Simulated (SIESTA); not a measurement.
TaN:

```
Ta N
1.0
     0.00000    2.21132    2.21132
     2.21132    0.00000    2.21132
     2.21132    2.21132    0.00000
Ta N
1 1
Cartesian
  2.2113 2.2113 2.2113
  0.0000 0.0000 0.0000
```

The cell comes from a database or a generator and needn't be the stable form of this composition.

Program: SIESTA 5.4.2. Alike in all runs: task band structure; no spin polarisation; cell as given; k mesh 10 × 10 × 10; smearing fermi-dirac 0.05 eV; grid cutoff 800 Ry; energy shift 0.003 Ry.

**Question.** Order these runs on this cell by their pressure, lowest first.
A. level LDA; potentials or basis PseudoDojo 0.4 standard (LDA files), DZP (energy shift 0.003 Ry; two zetas on semicore shells)
B. level vdW-DF-cx; potentials or basis PseudoDojo 0.4 standard (PBE files), DZP (energy shift 0.003 Ry; two zetas on semicore shells)
C. level BLYP; potentials or basis PseudoDojo 0.4 standard (PBE files), DZP (energy shift 0.003 Ry; two zetas on semicore shells)
D. level AM05; potentials or basis PseudoDojo 0.4 standard (PBEsol files), DZP (energy shift 0.003 Ry; two zetas on semicore shells)

**Answer.** A (-12.5 GPa), D (-5.9 GPa), B (-1.8 GPa), C (16.5 GPa).

Caveats: short orbitals over semicore shells can move pressures by several GPa; the basis of atomic orbitals isn't converged, which shifts pressures, moduli and gaps; the potentials were made for another functional, which shifts forces and pressure (some runs).

Runs at the PBE level aren't shown here.
